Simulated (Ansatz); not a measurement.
Consider the ligand exchange at the Si–N bond: `N/C(O)=N\[SiH3]` + `[OH][Ge][F]` → `[F][Ge][O][SiH3]` + `N=C(N)O`.

Isolated molecules relaxed with PBE0-D4/def2-TZVP in Ansatz; ΔE leaves out vibrations. CBS: MP2 limit from def2 TZ/QZ plus the TZ coupled-cluster correction, frozen cores. For Ge outer-core shells are correlated without core-valence functions, which leaves a few kJ/mol of doubt a bond. Scalar relativity is left out up to krypton. One conformer a species, not always the lowest.

```tsv
species	CCSD/CBS(def2) energy (Eh)
`N/C(O)=N\[SiH3]`	-515.29984
`[OH][Ge][F]`	-2251.71978
`[F][Ge][O][SiH3]`	-2542.03195
`N=C(N)O`	-225.00031
```

Q: Work out ΔE.

A: ΔE = (-2542.03195) + (-225.00031) − (-515.29984) − (-2251.71978) = -0.01264 Eh = -33.2 kJ/mol. CCSD(T)/CBS gives -31.2 kJ/mol.

Largest T1 diagnostic among the species: 0.015.

In def2-TZVPP, CCSD(T) changes the Hartree–Fock value by +9.1 kJ/mol (the triples alone add +2.0 kJ/mol) and MP2 by +12.1 kJ/mol.
